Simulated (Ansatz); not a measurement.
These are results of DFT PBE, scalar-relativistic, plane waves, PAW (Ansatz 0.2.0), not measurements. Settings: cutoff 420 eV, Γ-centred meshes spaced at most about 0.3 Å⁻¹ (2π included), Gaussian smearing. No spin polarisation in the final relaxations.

All energies are static (0 K, no zero-point motion). All come from trial cells, and lower structures may exist.

Question: Order these relaxed structures of SiC by energy, lowest first, with the energy over the lowest of them.
1.

```cif
data_structure
_symmetry_space_group_name_H-M 'Ibam'
_symmetry_Int_Tables_number 72
_cell_length_a 6.2685
_cell_length_b 7.5597
_cell_length_c 5.5359
_cell_angle_alpha 90.000
_cell_angle_beta 90.000
_cell_angle_gamma 90.000
_cell_volume 262.34
loop_
_atom_site_label
_atom_site_type_symbol
_atom_site_symmetry_multiplicity
_atom_site_Wyckoff_symbol
_atom_site_fract_x
_atom_site_fract_y
_atom_site_fract_z
_atom_site_occupancy
Si1 Si 8 j 0.90543 0.85368 0.00000 1
Si2 Si 4 b 0.00000 0.50000 0.75000 1
C1 C 8 j 0.10437 0.34444 0.50000 1
C2 C 4 a 0.00000 0.00000 0.75000 1
```

2.

```cif
data_structure
_symmetry_space_group_name_H-M 'I-43d'
_symmetry_Int_Tables_number 220
_cell_length_a 6.2825
_cell_length_b 6.2825
_cell_length_c 6.2825
_cell_angle_alpha 90.000
_cell_angle_beta 90.000
_cell_angle_gamma 90.000
_cell_volume 247.97
loop_
_atom_site_label
_atom_site_type_symbol
_atom_site_symmetry_multiplicity
_atom_site_Wyckoff_symbol
_atom_site_fract_x
_atom_site_fract_y
_atom_site_fract_z
_atom_site_occupancy
Si1 Si 12 a 0.75000 0.12500 0.00000 1
C1 C 12 b 0.12500 0.50000 0.25000 1
```

Answer: 1 (0 meV/atom), 2 (79 meV/atom). Forms: 1 Ibam; 2 I-43d. Counting C atoms around Si (those within 1.25 times the shortest such distance or 1.15 times the sum of covalent radii): cell 1 has Si 4; cell 2 has Si 4. Cell 1 holds Si–Si pairs (shortest 2.51 Å); in cell 2 the shortest Si–Si distance is 2.94 Å. Even the lowest lies +0.21 eV/atom against the elements.

Cells relaxed within their symmetry can be saddle points. The part of the Crystallography Open Database at hand lists SiC in space groups No. 36, 156, 160, 186, 216; no cell shown has one of them. Some types were kept out of the candidates beforehand, so the set may lack a known form.
